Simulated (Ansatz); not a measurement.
TaN: levels along high-symmetry lines

```yaml
crystal:
  lattice:
    - [3.04800, 0.00000, 0.00000]
    - [-1.52400, 2.63965, 0.00000]
    - [0.00000, 0.00000, 4.91800]
  atoms:
    - { symbol: Ta, position: [0.00000, 0.00000, 0.00000] }
    - { symbol: Ta, position: [0.00000, 0.00000, 0.50000] }
    - { symbol: N, position: [0.33333, 0.66667, 0.25000] }
    - { symbol: N, position: [0.66667, 0.33333, 0.75000] }
```

Atoms are numbered in the order listed.

The cell comes from COD entry 1523630, which wasn't checked; take it as a given geometry.

No spin–orbit coupling, which matters for the heavy atoms here.

All numbers below come from DFT, PBE, all-electron LAPW, scalar-relativistic (Ansatz 0.2.0).

Settings: a Γ-centred 9×9×5 k mesh, Fermi–Dirac smearing of 0.01 eV, basis error target 0.5 meV/atom, no spin polarisation.

Points in fractions of the reciprocal vectors of this cell: Γ (0, 0, 0), M (0.5, 0, 0), K (0.333, 0.333, 0), A (0, 0, 0.5), L (0.5, 0, 0.5), H (0.333, 0.333, 0.5). The path joins them by straight lines in the order Γ–M–K–Γ–A–L–H–A–L; legs that retrace an earlier one aren't tabulated. Energies are in eV from the Fermi level.

Q: List the levels at H between -14 and 5 eV.

A: -8.34 (×2), -6.84 (×2), -6.11 (×2), -0.41 (×2), 1.32 (×2), 2.54 (×2).

Q: List the levels at Γ between -14 and 5 eV.

A: -10.11, -7.87 (×2), -5.24, -3.60 (×2), -3.59, -1.83 (×2), -0.61 (×2), 2.82, 4.35.

Q: List the levels at K between -14 and 5 eV.

A: -8.64, -8.51 (×2), -6.62 (×2), -4.09, -1.83, 0.36 (×2), 2.08 (×2), 4.50.

Q: What is the band gap?

A: none: bands cross the Fermi level, a metal.
